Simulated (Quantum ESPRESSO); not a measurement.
# TiC (P1) in Quantum ESPRESSO: convergence with wavefunction cutoff

Aim: find how far wavefunction cutoff must go before the results for TiC settle, at LDA. This setting moves, with any that are tied to it; all else stays.

All numbers are computed with Quantum ESPRESSO 7.5; they aren't measurements. Logs are shortened: lines on timing, memory, paths and dates and some standing lists are left out, and cuts for length are marked.

### 1 The cell of the first run

The typed cell holds 2 atoms: a = 3.063 Å, b = 3.063 Å, c = 3.063 Å, α = 60.00°, β = 60.00°, γ = 60.00°.

The cell is a database's computed one.

The cell isn't the ideal one: atoms moved at random, drawn with an rms of 0.15 Å.

### 2 With wavefunction cutoff 14 Ry

pw.in

```
&CONTROL
  calculation = 'scf'
  prefix = 'pwscf'
  outdir = './tmp'
  pseudo_dir = './pseudo'
  tprnfor = .true.
  tstress = .true.
  disk_io = 'nowf'
/
&SYSTEM
  ibrav = 0
  nat = 2
  ntyp = 2
  ecutwfc = 14
  ecutrho = 216
  nbnd = 14
  occupations = 'smearing'
  smearing = 'mv'
  degauss = 0.00999582
/
&ELECTRONS
  conv_thr = 4d-10
  electron_maxstep = 120
  mixing_beta = 0.5
/
ATOMIC_SPECIES
Ti    47.8670 Ti.LDA_PW-JTH.UPF
C     12.0110 C.LDA_PW-JTH.UPF
CELL_PARAMETERS angstrom
   0.0000000000    2.1657188437    2.1657188437
   2.1657188437    0.0000000000    2.1657188437
   2.1657188437    2.1657188437    0.0000000000
ATOMIC_POSITIONS crystal
Ti    -0.0074480000    0.0212770000    0.0281680000
C      0.5279050000    0.4898590000    0.4985270000
K_POINTS automatic
11 11 11 0 0 0
```

Potentials or basis: JTH 2.0 LDA.

The run is started by

```sh
OMP_NUM_THREADS=1 pw.x -in pw.in > pw.out
```

It took 15 s on 1 thread of Arm Neoverse V2, shared host; peak memory 0.07 GiB.

Results:

| Quantity | Value |
| --- | --- |
| Free energy | -2688.5718 eV |
| Largest force | 1.645 eV/Å |
| Band gap on the k mesh | none (metal or under the smearing width) |

### 3 With wavefunction cutoff 18 Ry

Changes to pw.in since step 2:

```diff
@@ -13,3 +13,3 @@
   ntyp = 2
-  ecutwfc = 14
+  ecutwfc = 18
   ecutrho = 216
```

Potentials or basis: JTH 2.0 LDA.

The run is started by

```sh
OMP_NUM_THREADS=1 pw.x -in pw.in > pw.out
```

Run time: 18 s. Hardware: 1 thread of Arm Neoverse V2, shared host; peak memory 0.08 GiB.

Results:

```yaml
Free_energy: -2692.1504 eV
Largest_force: 0.847 eV/Å
Band_gap_on_the_k_mesh: none (metal or under the smearing width)
```

### 4 With wavefunction cutoff 22 Ry

Changes to pw.in since step 3:

```diff
@@ -13,3 +13,3 @@
   ntyp = 2
-  ecutwfc = 18
+  ecutwfc = 22
   ecutrho = 216
```

The run is started by

```sh
OMP_NUM_THREADS=1 pw.x -in pw.in > pw.out
```

It took 40 s on 1 thread of Arm Neoverse V2, shared host; peak memory 0.08 GiB.

What came out:

```
Free energy            : -2693.0358 eV
Largest force          : 1.150 eV/Å
Band gap on the k mesh : none (metal or under the smearing width)
```

### 5 With wavefunction cutoff 25 Ry

Changes to pw.in since step 4:

```diff
@@ -13,3 +13,3 @@
   ntyp = 2
-  ecutwfc = 22
+  ecutwfc = 25
   ecutrho = 216
```

The run is started by

```sh
OMP_NUM_THREADS=1 pw.x -in pw.in > pw.out
```

Wall time 32 s (1 thread of Arm Neoverse V2, shared host); peak memory 0.09 GiB.

Results:

* Free energy: -2693.1896 eV
* Largest force: 1.150 eV/Å
* Band gap on the k mesh: none (metal or under the smearing width)

### 6 With wavefunction cutoff 29 Ry

Changes to pw.in since step 5:

```diff
@@ -13,4 +13,4 @@
   ntyp = 2
-  ecutwfc = 25
-  ecutrho = 216
+  ecutwfc = 29
+  ecutrho = 232
   nbnd = 14
```

Potentials or basis: JTH 2.0 LDA.

The run is started by

```sh
OMP_NUM_THREADS=1 pw.x -in pw.in > pw.out
```

It took 34 s on 1 thread of Arm Neoverse V2, shared host; peak memory 0.1 GiB.

The run converged. Its results:

* Free energy: -2693.2484 eV
* Largest force: 1.145 eV/Å
* Band gap on the k mesh: none (metal or under the smearing width)

### 7 With wavefunction cutoff 32 Ry

Changes to pw.in since step 6:

```diff
@@ -13,4 +13,4 @@
   ntyp = 2
-  ecutwfc = 29
-  ecutrho = 232
+  ecutwfc = 32
+  ecutrho = 256
   nbnd = 14
```

The run is started by

```sh
OMP_NUM_THREADS=1 pw.x -in pw.in > pw.out
```

Run time: 80 s. Hardware: 1 thread of Arm Neoverse V2, shared host; peak memory 0.11 GiB.

The run converged. Its results:

```
Free energy            : -2693.2598 eV
Largest force          : 1.145 eV/Å
Band gap on the k mesh : none (metal or under the smearing width)
```

### 8 With wavefunction cutoff 36 Ry

Changes to pw.in since step 7:

```diff
@@ -13,4 +13,4 @@
   ntyp = 2
-  ecutwfc = 32
-  ecutrho = 256
+  ecutwfc = 36
+  ecutrho = 288
   nbnd = 14
```

The run is started by

```sh
OMP_NUM_THREADS=1 pw.x -in pw.in > pw.out
```

Run time: 83 s. Hardware: 1 thread of Arm Neoverse V2, shared host; peak memory 0.13 GiB.

Results (log left out):

- Free energy: -2693.2624 eV
- Largest force: 1.145 eV/Å
- Band gap on the k mesh: none (metal or under the smearing width)

### 9 With wavefunction cutoff 43 Ry

Changes to pw.in since step 8:

```diff
@@ -13,4 +13,4 @@
   ntyp = 2
-  ecutwfc = 36
-  ecutrho = 288
+  ecutwfc = 43
+  ecutrho = 344
   nbnd = 14
```

Potentials or basis: JTH 2.0 LDA.

The run is started by

```sh
OMP_NUM_THREADS=1 pw.x -in pw.in > pw.out
```

Wall time 88 s (1 thread of Arm Neoverse V2, shared host); peak memory 0.17 GiB.

It converged, with:

| Quantity | Value |
| --- | --- |
| Free energy | -2693.2637 eV |
| Largest force | 1.145 eV/Å |
| Band gap on the k mesh | none (metal or under the smearing width) |

### 10 With wavefunction cutoff 54 Ry

Changes to pw.in since step 9:

```diff
@@ -13,4 +13,4 @@
   ntyp = 2
-  ecutwfc = 43
-  ecutrho = 344
+  ecutwfc = 54
+  ecutrho = 432
   nbnd = 14
```

Potentials or basis: JTH 2.0 LDA.

The run is started by

```sh
OMP_NUM_THREADS=1 pw.x -in pw.in > pw.out
```

pw.out:

```text
This program is part of the open-source Quantum ESPRESSO suite
     for quantum simulation of materials; please cite
         "P. Giannozzi et al., J. Phys.:Condens. Matter 21 395502 (2009);
         "P. Giannozzi et al., J. Phys.:Condens. Matter 29 465901 (2017);
         "P. Giannozzi et al., J. Chem. Phys. 152 154105 (2020);
     in publications or presentations arising from this work. More details at

     file Ti.LDA_PW-JTH.UPF: wavefunction(s)  4S 3P 0P 3D 0D renormalized
     file C.LDA_PW-JTH.UPF: wavefunction(s)  0S 2P 0P renormalized

     G-vector sticks info
     --------------------
     sticks:   dense  smooth     PW     G-vecs:    dense   smooth      PW
     Sum        1003     499    163                20827     7391    1363

     Using Slab Decomposition

     bravais-lattice index     =            0
     lattice parameter (alat)  =       5.7878  a.u.
     unit-cell volume          =     137.0985 (a.u.)^3
     number of atoms/cell      =            2
     number of atomic types    =            2
     number of electrons       =        16.00
     number of Kohn-Sham states=           14
     kinetic-energy cutoff     =      54.0000  Ry
     charge density cutoff     =     432.0000  Ry
     scf convergence threshold =      4.0E-10
     mixing beta               =       0.5000
     number of iterations used =            8  plain     mixing
     Exchange-correlation= SLA PW NOGX NOGC
                           (   1   4   0   0   0   0   0)

     celldm(1)=   5.787832  celldm(2)=   0.000000  celldm(3)=   0.000000
     celldm(4)=   0.000000  celldm(5)=   0.000000  celldm(6)=   0.000000

     crystal axes: (cart. coord. in units of alat)
               a(1) = (   0.000000   0.707107   0.707107 )
               a(2) = (   0.707107   0.000000   0.707107 )
               a(3) = (   0.707107   0.707107   0.000000 )

     reciprocal axes: (cart. coord. in units 2 pi/alat)
               b(1) = ( -0.707107  0.707107  0.707107 )
               b(2) = (  0.707107 -0.707107  0.707107 )
               b(3) = (  0.707107  0.707107 -0.707107 )

     PseudoPot. # 1 for Ti read from file:
     Ti.LDA_PW-JTH.UPF
     Pseudo is Projector augmented-wave + core cor, Zval = 12.0
     Generated using ATOMPAW code
     Shape of augmentation charge: BESSEL
     Using radial grid of 1024 points,  6 beta functions with:
                l(1) =   0
                l(2) =   0
                l(3) =   1
                l(4) =   1
                l(5) =   2
                l(6) =   2
     Q(r) pseudized with 0 coefficients

     PseudoPot. # 2 for C  read from file:
     C.LDA_PW-JTH.UPF
     Pseudo is Projector augmented-wave + core cor, Zval =  4.0
     Generated using ATOMPAW code
     Shape of augmentation charge: SINC**2
     Using radial grid of  920 points,  4 beta functions with:
                l(1) =   0
                l(2) =   0
                l(3) =   1
                l(4) =   1
     Q(r) pseudized with 0 coefficients

     atomic species   valence    mass     pseudopotential
     Ti               12.00    47.86700     Ti( 1.00)
     C                 4.00    12.01100     C ( 1.00)

     No symmetry found

   Cartesian axes

     site n.     atom                  positions (alat units)
         1        Ti     tau(   1) = (   0.0349629   0.0146513   0.0097786  )
         2        C      tau(   2) = (   0.6988944   0.7257970   0.7196678  )

     number of k points=   666  Marzari-Vanderbilt smearing, width (Ry)=  0.0100

     Number of k-points >= 100: set verbosity='high' to print them.

     Dense  grid:    20827 G-vectors     FFT dimensions: (  40,  40,  40)

     Smooth grid:     7391 G-vectors     FFT dimensions: (  27,  27,  27)

     Check: negative core charge=   -0.000020

     Initial potential from superposition of free atoms

     starting charge      15.9969, renormalised to      16.0000
     Starting wfcs are   26 randomized atomic wfcs

     Self-consistent Calculation

     iteration #  1     ecut=    54.00 Ry     beta= 0.50
     Davidson diagonalization with overlap
     ethr =  1.00E-02,  avg # of iterations =  3.2

     WARNING: integrated charge=    16.00000246, expected=    16.00000000

     total energy              =    -197.35284051 Ry
     estimated scf accuracy    <       1.63656865 Ry

     iteration #  2     ecut=    54.00 Ry     beta= 0.50
     Davidson diagonalization with overlap
     ethr =  1.00E-02,  avg # of iterations =  2.0

     WARNING: integrated charge=    16.00000188, expected=    16.00000000

     total energy              =    -197.65167140 Ry
     estimated scf accuracy    <       2.04536965 Ry

     iteration #  3     ecut=    54.00 Ry     beta= 0.50
     Davidson diagonalization with overlap
     ethr =  1.00E-02,  avg # of iterations =  1.1

     total energy              =    -198.00992074 Ry
     estimated scf accuracy    <       0.04293452 Ry

     iteration #  4     ecut=    54.00 Ry     beta= 0.50
     Davidson diagonalization with overlap
     ethr =  2.68E-04,  avg # of iterations =  2.4

     total energy              =    -197.95286624 Ry
     estimated scf accuracy    <       0.02167336 Ry

     iteration #  5     ecut=    54.00 Ry     beta= 0.50
     Davidson diagonalization with overlap
     ethr =  1.35E-04,  avg # of iterations =  2.1

     total energy              =    -197.95127702 Ry
     estimated scf accuracy    <       0.00106154 Ry

     iteration #  6     ecut=    54.00 Ry     beta= 0.50
     Davidson diagonalization with overlap
     ethr =  6.63E-06,  avg # of iterations =  4.8

     total energy              =    -197.95155469 Ry
     estimated scf accuracy    <       0.00035834 Ry

     iteration #  7     ecut=    54.00 Ry     beta= 0.50
     Davidson diagonalization with overlap
     ethr =  2.24E-06,  avg # of iterations =  2.0

     total energy              =    -197.95163338 Ry
     estimated scf accuracy    <       0.00001101 Ry

     iteration #  8     ecut=    54.00 Ry     beta= 0.50
     Davidson diagonalization with overlap
     ethr =  6.88E-08,  avg # of iterations =  2.1

     total energy              =    -197.95163281 Ry
     estimated scf accuracy    <       0.00000547 Ry

     iteration #  9     ecut=    54.00 Ry     beta= 0.50
     Davidson diagonalization with overlap
     ethr =  3.42E-08,  avg # of iterations =  2.0

     total energy              =    -197.95163431 Ry
     estimated scf accuracy    <       0.00000008 Ry

     iteration # 10     ecut=    54.00 Ry     beta= 0.50
     Davidson diagonalization with overlap
     ethr =  5.30E-10,  avg # of iterations =  3.8

     total energy              =    -197.95163435 Ry
     estimated scf accuracy    <          2.7E-09 Ry

     iteration # 11     ecut=    54.00 Ry     beta= 0.50
     Davidson diagonalization with overlap
     ethr =  1.70E-11,  avg # of iterations =  3.0

     total energy              =    -197.95163435 Ry
     estimated scf accuracy    <          5.5E-10 Ry

     iteration # 12     ecut=    54.00 Ry     beta= 0.50
     Davidson diagonalization with overlap
     ethr =  3.42E-12,  avg # of iterations =  2.0

     End of self-consistent calculation

     Number of k-points >= 100: set verbosity='high' to print the bands.

     the Fermi energy is    14.6886 ev

!    total energy              =    -197.95163435 Ry
     total all-electron energy =      -197.951634 Ry
     estimated scf accuracy    <          2.8E-11 Ry
     smearing contrib. (-TS)   =       0.00000690 Ry
     internal energy E=F+TS    =    -197.95164125 Ry

     The total energy is F=E-TS. E is the sum of the following terms:
     one-electron contribution =     -28.46379545 Ry
     hartree contribution      =      21.64979643 Ry
     xc contribution           =     -20.00552244 Ry
     ewald contribution        =    -102.30920014 Ry
     one-center paw contrib.   =     -68.82291966 Ry

     convergence has been achieved in  12 iterations

     Forces acting on atoms (cartesian axes, Ry/au):

     atom    1 type  1   force =    -0.04423097    0.00408238    0.00280922
     atom    2 type  2   force =     0.04423097   -0.00408238   -0.00280922

     Total force =     0.062943     Total SCF correction =     0.000002

     Computing stress (Cartesian axis) and pressure

          total   stress  (Ry/bohr**3)                   (kbar)     P=      -99.52
  -0.00046347   0.00001862   0.00001281          -68.18        2.74        1.88
   0.00001862  -0.00078219  -0.00000146            2.74     -115.06       -0.21
   0.00001281  -0.00000146  -0.00078389            1.88       -0.21     -115.31

=------------------------------------------------------------------------------=
   JOB DONE.
=------------------------------------------------------------------------------=
```

It took 2.5 min on 1 thread of Arm Neoverse V2, shared host; peak memory 0.24 GiB.

Results:

```yaml
Free_energy: -2693.2692 eV
Pressure: -10.0 GPa
Largest_force: 1.144 eV/Å
Band_gap_on_the_k_mesh: none (metal or under the smearing width)
```

### 11 The series at a glance

```tsv
wavefunction cutoff	energy less the tightest run, at zero smearing (meV/atom)	largest force (eV/Å)	SCF cycles	CPU time (s)	peak memory (GiB)
14 Ry	2348.72	1.645	10	15	0.07
18 Ry	559.37	0.847	11	18	0.08
22 Ry	116.72	1.150	11	40	0.08
25 Ry	39.81	1.150	11	32	0.09
29 Ry	10.38	1.145	11	34	0.1
32 Ry	4.71	1.145	12	80	0.11
36 Ry	3.40	1.145	12	82	0.13
43 Ry	2.75	1.145	12	88	0.17
54 Ry	0.00	1.144	12	150	0.24
```

Against the tightest run, the largest force stays within 0.005 eV/Å from 29 Ry on. Not settled before the last step: the energy (to 1 meV/atom). The tightest run that finished is the yardstick and may itself not be fully converged.
